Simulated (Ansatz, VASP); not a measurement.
Two plane-wave programs on TiAl

```xyz
2
Lattice="2.8216 0.0000 0.0000 0.0000 2.8216 0.0000 0.0000 0.0000 4.0783" Properties=species:S:1:pos:R:3 pbc="T T T"
Ti    1.4108    1.4108    2.0391
Al    0.0000    0.0000    0.0000
```

Alike in both runs: functional PBE; k mesh 14 × 14 × 10; occupations gaussian, width 0.1 eV; no spin polarisation.

Ansatz relaxed the structure, and its values are those at the end. VASP's run is a single point on that final structure, the one shown.

|  | VASP | Ansatz |
| --- | --- | --- |
| version | VASP 6.6.1 | Ansatz 0.2.0 |
| potentials or method | VASP PAW PBE potentials, release 64 (Ti_sv, Al) | scalar-relativistic, plane waves, PAW |
| plane-wave cutoff (eV) | 520 | 420 |
| valence electrons in the cell | 15 | 15 |

|  | VASP | Ansatz | Ansatz less VASP |
| --- | --- | --- | --- |
| gap on the k mesh at the Fermi level (eV) | none | none | - |
| pressure (GPa) | -0.1 | 0.0 | +0.05 |

A gap of «none» marks a metal or a gap that the smearing closes. The functional is the same, so the differences come from potentials, cutoffs and numerics.
